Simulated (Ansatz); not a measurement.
Ga:

```
Ga
1.0
     1.38300   -4.02650    0.00000
     1.38300    4.02650    0.00000
    -0.11745    0.00000    3.32993
Ga
2
Direct
  0.13100 0.86900 0.75000
  0.86900 0.13100 0.25000
```

This isn't the form of Ga at room conditions, which is orthorhombic.

- Program: Ansatz 0.2.0
- Task: relaxation of cell and atoms
- Functional: PBEsol
- Dispersion: D3(BJ)
- Potentials or basis: Ansatz PAW
- Cutoff: 420 eV (not typed: the program's choice for these potentials)
- k mesh: 10 × 10 × 8
- Occupations: fermi-dirac, width 0.05 eV
- Spin: no spin polarisation

At the start: volume 18.54 Å³/atom.

Where does the relaxation end?

It ends after 6 steps and the volume is 17.10 Å³/atom (-7.8 %); space group C2/c (No. 15, to 0.05 Å).

Step by step:
| step | energy change (eV) | largest force (eV/Å) | volume (Å³) |
| --- | --- | --- | --- |
| 1 | 0.0000 | 0.1979 | 37.09 |
| 2 | -0.0561 | 0.1184 | 33.88 |
| 3 | -0.0612 | 0.0155 | 34.10 |
| 4 | -0.0629 | 0.0028 | 34.24 |
| 5 | -0.0630 | 0.0004 | 34.20 |
| 6 | -0.0622 | 0.0004 | 34.20 |

Final structure:
```
CELL_PARAMETERS angstrom
1.38136 -3.97239 0.00917
1.38136 3.97239 0.00917
-0.09523 0.00000 3.11574
ATOMIC_POSITIONS crystal
Ga 0.13465 0.86535 0.75000
Ga 0.86535 0.13465 0.25000
```

Caveat: the plane-wave basis is chosen anew once the cell has moved, so the energies of steps on either side of that aren't comparable; pairwise dispersion overbinds metals, which lowers pressure and volume; the PAW data sets come from PBE, with cores solved anew for the run's functional, which leaves a small shift of forces and pressure.
